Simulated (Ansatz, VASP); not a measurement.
This is a calculation of Sb for Ansatz 0.2.0.

Contents of input.yaml:

```yaml
crystal:
  lattice:
    - [4.4352720244, 0.0, 0.0]
    - [0.0, 4.3308481452, 0.0]
    - [-1.2935620687, 0.0, 6.2344268918]
  atoms:
    - { symbol: Sb, position: [0.33993, 0.25, 0.68367] }
    - { symbol: Sb, position: [0.936638, 0.75, 0.762758] }
    - { symbol: Sb, position: [0.063362, 0.25, 0.237242] }
    - { symbol: Sb, position: [0.66007, 0.75, 0.31633] }
kpoints:
  mp_grid: { grid: [6, 6, 4] }
scf:
  occupations: { method: fermi_dirac, width: 0.05 }
hamiltonian:
  xc: lda
  pseudopotentials: { kind: all_electron, lapw: { basis_error: 0.002 } }
output:
  forces: true
  stress: true
  eigenvalues: true
```

Potentials or basis: all-electron LAPW, scalar-relativistic.

Launch:

```console
$ ansatz run input.yaml --threads 2 --pin off --max-ram 8192MiB --backend cpu --events-out ev --progress --plain --runs-dir out
```

Translate it to VASP 6.6.1. Potentials there: VASP PAW LDA potentials, release 64 (Sb).

As run (the cutoff follows the program's own potentials):

The input INCAR:

```
SYSTEM = Sb
PREC = Accurate
ENCUT = 520
EDIFF = 1E-6
ISMEAR = -1
SIGMA = 0.05
LREAL = .False.
LASPH = .True.
NELM = 60
ALGO = Normal
ISIF = 2
LWAVE = .False.
LCHARG = .False.
GGA = CA
NBANDS = 18
```

The input KPOINTS:

```
Automatic mesh
0
Gamma
  6 6 4
  0 0 0
```

File POSCAR:

```
Sb
1.0
    4.4352720244      0.0000000000      0.0000000000
    0.0000000000      4.3308481452      0.0000000000
   -1.2935620687      0.0000000000      6.2344268918
Sb
4
Direct
    0.3399300000      0.2500000000      0.6836700000
    0.9366380000      0.7500000000      0.7627580000
    0.0633620000      0.2500000000      0.2372420000
    0.6600700000      0.7500000000      0.3163300000
```

Potentials or basis: VASP PAW LDA potentials, release 64 (Sb).

The run is started by

```bash
$ cat potpaw_LDA.64/Sb/POTCAR > POTCAR
$ mpirun -np 1 vasp_std > vasp.out
```

Both were run:

|  | VASP | Ansatz | Ansatz less VASP |
| --- | --- | --- | --- |
| gap on the k mesh at the Fermi level (eV) | none | none | - |
| pressure (GPa) | -0.1 | -0.4 | -0.26 |
| largest component of the traceless stress (GPa) | 0.49 | 0.46 | -0.028 |
| rms of the force components (eV/Å) | 0.169 | 0.133 | -0.0363 |

Atom by atom the forces differ by 0.042 eV/Å (rms over components). A gap of «none» marks a metal or a gap that the smearing closes. Ansatz ran all-electron here, so the differences hold the error of VASP's frozen core and of both bases.

The runs have no spin-orbit coupling, so splittings on Sb are missing.
